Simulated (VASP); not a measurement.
**SiC in VASP 6.6.1, single-point calculation**

INCAR

```
NSW = 0
PREC = Accurate
ISMEAR = -1
LASPH = .TRUE.
EDIFF = 1E-7
LWAVE = .FALSE.
ALGO = Conjugate
LCHARG = .FALSE.
SIGMA = 0.02
NELM = 120
LREAL = .FALSE.
NBANDS = 11
ISIF = 2
ENCUT = 520
IBRION = -1
GGA = PS
```

KPOINTS

```
KPOINTS created by Atomic Simulation Environment
0
Gamma
8 8 8
0 0 0
```

POSCAR

```
Si C
 1.0000000000000000
     2.5615999999999999   -0.0119000000000000    0.0189000000000000
    -0.0119000000000000    2.6095999999999999    0.0479000000000000
     0.0189000000000000    0.0479000000000000    2.5863999999999998
 Si  C
   1   1
Cartesian
  2.5633032199999999  0.0670201200000000  2.5855761399999997
  1.2620504399999999  1.3677491400000001  1.3251922199999999
```

The recommended PBE PAW datasets give the neutral cell 8 valence electrons.

Command

```
mpirun -np 1 vasp_std
```

Question: How does this run end, and what does it give?

Answer: It converged. Results: gap between bands v and c on the k mesh -4.25 eV (bands overlap: a metal); least direct gap on the k mesh 0.09 eV; pressure 8.0 GPa; largest force 0.07 eV/Å. Band v is the last that the valence electrons fill when counted band by band, and c is the next.

OSZICAR

```
N       E                     dE             d eps       ncg     rms           ort
DAV:   1     0.307616153630E+01    0.30762E+01   -0.46823E+03  2860   0.711E+02
DAV:   2    -0.119741309446E+02   -0.15050E+02   -0.14208E+02  2860   0.991E+01
DAV:   3    -0.124197496170E+02   -0.44562E+00   -0.43685E+00  2860   0.129E+01
DAV:   4    -0.124207404024E+02   -0.99079E-03   -0.99056E-03  2860   0.732E-01
DAV:   5    -0.124207420988E+02   -0.16964E-05   -0.16977E-05  2860   0.298E-02
SDA:   6    -0.110474056594E+02    0.13733E+01   -0.16977E-05  2860   0.274E+01   0.000E+00
CGA:   7    -0.119125317663E+02   -0.86513E+00   -0.84764E+00  2860   0.266E-01   0.468E-01
CGA:   8    -0.119269418913E+02   -0.14410E-01   -0.14248E-01  2860   0.998E-03   0.515E-03
CGA:   9    -0.119274036902E+02   -0.46180E-03   -0.46072E-03  2860   0.992E-04   0.513E-05
CGA:  10    -0.119274485331E+02   -0.44843E-04   -0.44858E-04  2860   0.735E-05  -0.815E-07
CGA:  11    -0.119274531378E+02   -0.46047E-05   -0.47941E-05  2860   0.708E-06  -0.512E-06
CGA:  12    -0.119274535566E+02   -0.41879E-06   -0.46310E-06  2860   0.607E-07  -0.113E-06
SDA:  13    -0.119274535941E+02   -0.37497E-07   -0.38913E-07  2860   0.169E-07  -0.155E-07
   1 F= -.11927454E+02 E0= -.11927053E+02  d E =-.800708E-03
```

For comparison, a separate PBEsol run of the intended cell, on usual settings and not on those above, gives a gap of -4.25 eV on its mesh and a pressure of 8.0 GPa.
